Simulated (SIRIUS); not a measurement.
# BaTe under changes of volume

One of the cells (40.445 Å³/atom); the others are scaled copies at fixed shape and fractional positions:

```
Ba Te
1.0
     0.00000    3.43258    3.43258
     3.43258    0.00000    3.43258
     3.43258    3.43258    0.00000
Ba Te
1 1
Direct
  0.00000 0.00000 0.00000
  0.50000 0.50000 0.50000
```

| Item | Value |
| --- | --- |
| Program | SIRIUS 7.12.0 |
| Functional | PBEsol |
| Potentials or basis | all-electron FP-LAPW |
| Cutoff | 170 eV |
| Basis | apw+lo standard |
| k mesh | 7 × 7 × 7 |
| Occupations | fermi-dirac, width 0.05 eV |
| Spin | no spin polarisation |

```csv
volume (Å³/atom),energy over the lowest point (meV/atom),gap on the mesh (eV)
37.273,60.76,1.23
38.066,?,?
38.859,23.70,1.34
40.445,4.62,1.44
41.238,0.60,1.48
42.031,0.00,1.52
```

What does the run at 38.066 Å³/atom give?

Energy over the lowest point 39.75 meV/atom; gap on the mesh 1.29 eV.

Worked out: A Birch-Murnaghan fit of order 3 (a polynomial in V^(-2/3)) to the other rows has its minimum at 41.80 Å³/atom with B0 = V·E''(V) = 32 GPa and B' = 4.4. It gives 39.76 meV/atom at 38.066 Å³/atom, against the run's 39.75. A straight line through the other rows of the gap, of slope 2.42 eV per unit of ln V, gives 1.29 eV, against the run's 1.29.

Energies are extrapolated to zero smearing.

Caveats: spin-orbit coupling is left out, which moves the levels of the heavy elements; an odd mesh through Γ misses points on the zone boundary, where band edges often lie.
